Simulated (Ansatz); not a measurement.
**Pressure series of AlP (F-43m)**

```yaml
crystal:
  lattice:
    - [2.73512, 2.73512, 0.00000]
    - [-2.73512, 2.73512, 0.00000]
    - [0.00000, 2.73512, 2.73512]
  atoms:
    - { symbol: Al, position: [0.00000, 0.00000, 0.00000] }
    - { symbol: P, position: [0.75000, 0.25000, 0.50000] }
```

This is the zero-pressure cell under PBEsol. Cell and atoms are relaxed by PAW (default files of Ansatz 0.2.0, cutoff 420 eV, stress met within about 0.05 GPa) at each pressure, in this structure whether or not another phase would take over; P is the pressure reached, less that of this cell. Levels come from PBEsol, all-electron LAPW in Ansatz 0.2.0, scalar-relativistic; k mesh 8×8×8, fixed occupations, basis error target 0.5 meV/atom. Conduction levels are in eV over the valence top (at Γ), at fixed fractional wave vectors. Zone-centre phonons come from finite displacements by PAW, without the LO-TO term.

```csv
P (GPa),V/V₀,X,L,Γ,T2 TO (cm⁻¹)
-1.98,1.0242,1.498,2.618,2.948,421.8
0.00,1.0000,1.452,2.706,3.147,434.2
2.00,0.9783,1.409,2.788,3.331,445.9
4.03,?,?,?,?,?
6.97,0.9329,1.309,2.964,3.737,471.9
9.97,0.9099,1.254,3.056,3.952,486.1
15.01,0.8764,1.165,3.195,4.279,508.0
```

Problem. Fit the third-order Birch-Murnaghan equation to the rows shown.

Solution. With f = [(V₀/V)^(2/3) − 1]/2, the normalised pressure F = P/[3f(1 + 2f)^(5/2)] is 86.6 GPa at f = -0.0079, 87.3 GPa at f = 0.0074, 87.3 GPa at f = 0.0237, 87.3 GPa at f = 0.0325, 87.3 GPa at f = 0.0460. The line F = B₀[1 + (3/2)(B′ − 4)f] gives B₀ = 87.0 GPa and B′ = 4.1.

Problem. What are the volume deformation potentials and pressure coefficients of these levels at zero pressure?

Solution. 

```csv
level,dE/dlnV (eV),dE/dP = −(dE/dlnV)/B₀ (meV/GPa),mean slope up to 2.0 GPa (meV/GPa)
X,1.93,-22.2,-21.6
L,-3.70,42.5,40.6
Γ,-8.36,96.2,92.1
```

dE/dlnV is the slope of a cubic fit in ln V at V₀. The last column is read from two rows and shows how the slope bends with pressure.

Problem. What mode Grüneisen parameters follow?

Solution. γ = −d ln ω/d ln V at V₀ from a quadratic fit in ln V: T2 1.21.

Problem. What belongs in the row at 4.03 GPa?

Solution. The fits give V/V₀ = 0.9584 and X = 1.367 eV. Computed: V/V₀ = 0.9585, X = 1.367, L = 2.863, Γ = 3.505, T2 TO (cm⁻¹) = 456.9.

Caveats: no other phase was computed; many crystals of this kind change structure within this range, and rows or crossings beyond such a change describe a metastable lattice; the frozen-core PAW files of the relaxations were fitted under PBE, their cores solved anew for this functional; semilocal gaps are low, and the spacing of valleys can be off by tenths of an eV; levels are read at fixed fractional k, so an edge that moves off these points is missed.
